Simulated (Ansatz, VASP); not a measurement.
**Two plane-wave programs on ZnS (Wurtzite-4H)**

INCAR

```
  PREC = Accurate
  ENCUT = 520
  EDIFF = 1E-7
  ISMEAR = 0
  SIGMA = 0.011
  LREAL = F
  LASPH = T
  NELM = 100
  ALGO = Normal
  ISIF = 2
  LWAVE = F
  LCHARG = T
  GGA = PE
  LELF = T
  LVHAR = T
```

The input KPOINTS:

```
regular mesh
0
Gamma
  8 8 3
```

File POSCAR:

```
ZnS
1.0
    3.8227000000      0.0000000000      0.0000000000
   -1.9113500000      3.3105553110      0.0000000000
    0.0000000000      0.0000000000     12.5200000000
Zn S
4 4
Direct
    0.6666666667      0.3333333333      0.7500000000
    0.3333333333      0.6666666667      0.2500000000
    0.0000000000      0.0000000000      0.5000000000
    0.0000000000      0.0000000000      0.0000000000
    0.6666666667      0.3333333333      0.9375000000
    0.3333333333      0.6666666667      0.4375000000
    0.0000000000      0.0000000000      0.6875000000
    0.0000000000      0.0000000000      0.1875000000
```

input.yaml

```yaml
crystal:
  lattice:
    - [3.8227, 0.0, 0.0]
    - [-1.91135, 3.310555311, 0.0]
    - [0.0, 0.0, 12.52]
  atoms:
    - { symbol: Zn, position: [0.6666666667, 0.3333333333, 0.75] }
    - { symbol: Zn, position: [0.3333333333, 0.6666666667, 0.25] }
    - { symbol: Zn, position: [0.0, 0.0, 0.5] }
    - { symbol: Zn, position: [0.0, 0.0, 0.0] }
    - { symbol: S, position: [0.6666666667, 0.3333333333, 0.9375] }
    - { symbol: S, position: [0.3333333333, 0.6666666667, 0.4375] }
    - { symbol: S, position: [0.0, 0.0, 0.6875] }
    - { symbol: S, position: [0.0, 0.0, 0.1875] }
hamiltonian:
  xc: pbe
  pseudopotentials: { kind: paw }
kpoints:
  mp_grid: { grid: [8, 8, 3] }
scf:
  occupations: { method: gaussian, width: 0.011 }
output:
  forces: true
  stress: true
  eigenvalues: true
  write_density: true
  write_potential: true
  elf: true
  volumetric_format: npy
```

Alike in both runs: task single point; functional PBE; k mesh 8 × 8 × 3; occupations gaussian, width 0.011 eV; no spin polarisation.

|  | VASP | Ansatz |
| --- | --- | --- |
| version | VASP 6.6.1 | Ansatz 0.2.0 |
| potentials or method | VASP PAW PBE potentials, release 64 (Zn, S) | Ansatz PAW |
| plane-wave cutoff (eV) | 520 | 420 |
| valence electrons in the cell | 72 | 72 |

|  | VASP | Ansatz | Ansatz less VASP |
| --- | --- | --- | --- |
| gap on the k mesh at the Fermi level (eV) | 2.13 | 2.13 | -0.005 |
| least direct gap on the mesh (eV) | 2.13 | 2.13 | -0.005 |
| pressure (GPa) | 1.5 | 1.3 | -0.16 |
| largest component of the traceless stress (GPa) | 0.09 | 0.09 | +0.003 |
| rms of the force components (eV/Å) | 0.015 | 0.015 | -0.0002 |

Atom by atom the forces differ by 0.000 eV/Å (rms over components). The functional is the same, so the differences come from potentials, cutoffs and numerics.

Caveats: an odd mesh through Γ misses points on the zone boundary, where band edges often lie (VASP); odd divisions of the mesh miss points on the zone boundary, where band edges often lie, so the gap on the mesh can be too wide (Ansatz). PBE gaps usually lie below the measured ones, often by a third to a half.
